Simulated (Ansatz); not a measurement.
## S, one cell by several methods

```
CELL_PARAMETERS angstrom
0.00000 2.89610 2.89610
2.89610 0.00000 2.89610
2.89610 2.89610 0.00000
ATOMIC_POSITIONS crystal
S 0.00000 0.00000 0.00000
S 0.25000 0.25000 0.25000
```

Atom numbers follow the list: S1, S2.

The structure comes from a relaxation in the same program, started in the diamond type, and has space group Fd-3m. Whether it is a known phase or the ground state wasn't checked.

All numbers are computed: DFT, PBE, PAW with Ansatz's default frozen-core files, scalar-relativistic (Ansatz 0.2.0); DFT, PBE, all-electron PAW with datasets made for the crystal, scalar-relativistic (Ansatz 0.2.0); DFT, PBE, all-electron LAPW, scalar-relativistic (Ansatz 0.2.0).

For PAW: a Γ-centred 12×12×12 k mesh, Fermi–Dirac smearing of 0.05 eV, cutoff 420 eV, no spin polarisation. The crystal-made all-electron datasets (AE datasets) take a cutoff of 220 eV at this cell. LAPW targets a basis error of 1 meV/atom. The Ansatz runs share mesh, smearing and spin set-up. Plane-wave (PAW) pressures include the program's estimate of the Pulay term.

Stress and pressure are positive in compression.

Levels count from the Fermi level.

| quantity | PAW | AE datasets | LAPW |
| --- | --- | --- | --- |
| pressure (GPa) | 0.00 | 0.02 | 0.02 |
| highest filled level at L (eV) | -4.226 | -4.226 | -4.226 |
| lowest empty level at L (eV) | 0.236 | 0.236 | 0.236 |
| highest filled level at U (eV) | -0.523 | -0.523 | -0.523 |
| lowest empty level at U (eV) | 1.653 | 1.653 | 1.653 |
| highest filled level at X (eV) | -1.965 | -1.965 | -1.965 |
| lowest empty level at X (eV) | 2.282 | 2.282 | 2.282 |
